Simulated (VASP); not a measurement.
Wanted: the native input for a VASP 6.6.1 run.

```
Task                   : single point
Functional             : PBEsol
Potentials or basis    : VASP PAW PBE potentials, release 64 (Se)
Cutoff                 : 520 eV
k mesh                 : 5 × 5 × 4
Occupations            : gaussian, width 0.01 eV
Spin                   : no spin polarisation
Dipole correction      : no
Further INCAR settings : ALGO = Normal; EDIFF = 1e-06; NBANDS = 16
```

The structure of Se lies in POSCAR:

```
Se
1.0
    4.3662000000      0.0000000000      0.0000000000
   -2.1831000000      3.7812400000      0.0000000000
    0.0000000000      0.0000000000      4.9536000000
Se
3
Direct
    0.2254000000      0.0000000000      0.3333330000
    0.0000000000      0.2254000000      0.6666670000
    0.7746000000      0.7746000000      0.0000000000
```

One way to write it, as run:

INCAR

```
SYSTEM = Se
ALGO     = Normal         ! electronic algorithm
EDIFF    = 1E-6           ! SCF threshold, eV
ENCUT    = 520            ! plane-wave cutoff, eV
GGA      = PS             ! functional
ISIF     = 2              ! what is computed and relaxed
ISMEAR   = 0              ! smearing method
LASPH    = .True.         ! aspherical terms in the spheres
LCHARG   = .False.        ! write CHGCAR
LREAL    = .False.        ! projectors in reciprocal space
LWAVE    = .False.        ! write WAVECAR
NBANDS   = 16             ! bands
NELM     = 100            ! most SCF steps
PREC     = Accurate       ! precision mode
SIGMA    = 0.01           ! smearing width, eV
```

KPOINTS

```
k-points
0
Gamma
  5 5 4
  0 0 0
```

Potentials or basis: VASP PAW PBE potentials, release 64 (Se).

Command:

```bash
$ cat potpaw_PBE.64/Se/POTCAR > POTCAR
$ mpirun -np 1 vasp_std > vasp.out
```

It gave:

- Pressure: 0.4 GPa
- Largest force: 0.336 eV/Å
- Band gap on the k mesh: 1.16 eV, indirect (least direct gap 1.30 eV)

Caveat: the PAW data sets were made with another functional, which shifts forces and pressure a little; an odd mesh through Γ misses points on the zone boundary, where band edges often lie.

Run time: 11 s on 1 thread of AMD EPYC 9R45 96-Core Processor (Zen 5), with other jobs on the host, peak memory 0.16 GiB.
